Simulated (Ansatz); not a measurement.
HfO2:

```
CELL_PARAMETERS angstrom
5.55640 0.00000 0.00000
0.00000 3.33360 0.00000
0.00000 0.00000 6.50500
ATOMIC_POSITIONS crystal
Hf 0.74868 0.75000 0.60787
Hf 0.25132 0.25000 0.39213
Hf 0.24868 0.75000 0.89213
Hf 0.75132 0.25000 0.10787
O 0.63950 0.25000 0.42340
O 0.36050 0.75000 0.57660
O 0.13950 0.25000 0.07660
O 0.86050 0.75000 0.92340
O 0.52079 0.25000 0.84145
O 0.47921 0.75000 0.15855
O 0.02079 0.25000 0.65855
O 0.97921 0.75000 0.34145
```

Measurements of this composition are mostly on another form, of space group No. 14.

* Program: Ansatz 0.2.0
* Task: relaxation of cell and atoms
* Functional: PBE
* Potentials or basis: Ansatz PAW
* Cutoff: 420 eV (not typed: the program's choice for these potentials)
* k mesh: 4 × 6 × 3
* Occupations: fermi-dirac, width 0.05 eV
* Spin: no spin polarisation
* Hubbard terms: Hf d U = 5 eV

At the start: volume 10.04 Å³/atom.

Task: How do energy, volume and symmetry change on relaxing?

Result: It ends after 10 steps and the volume is 10.63 Å³/atom (+5.9 %); space group Pnma (No. 62, to 0.05 Å).

The path:
```
step  energy change (eV)  largest force (eV/Å)  volume (Å³)
   1              0.0000                0.1825       120.49
   2             -0.1423                0.3208       127.18
   3             -0.1636                0.2097       126.10
   4             -0.1783                0.0778       126.65
   5             -0.1795                0.0220       126.93
   6             -0.1795                0.0043       126.95
   7             -0.2300                0.0049       126.95
   8             -0.2285                0.0053       127.46
   9             -0.2280                0.0007       127.55
  10             -0.2312                0.0008       127.55
```

Final structure:
```xyz
12
Lattice="5.6066 0.0000 0.0000 0.0000 3.4198 0.0000 0.0000 0.0000 6.6524" Properties=species:S:1:pos:R:3 pbc="T T T"
Hf    4.2279    2.5648    3.9861
Hf    1.3787    0.8549    2.6663
Hf    1.4246    2.5648    5.9925
Hf    4.1820    0.8549    0.6599
O     3.5755    0.8549    2.7794
O     2.0311    2.5648    3.8730
O     0.7722    0.8549    0.5468
O     4.8344    2.5648    6.1056
O     2.8660    0.8549    5.6265
O     2.7406    2.5648    1.0259
O     0.0627    0.8549    4.3521
O     5.5439    2.5648    2.3003
```

Caveat: the plane-wave basis is chosen anew once the cell has moved, so the energies of steps on either side of that aren't comparable; the pressure holds a Pulay correction of +0.9 GPa for the finite cutoff.
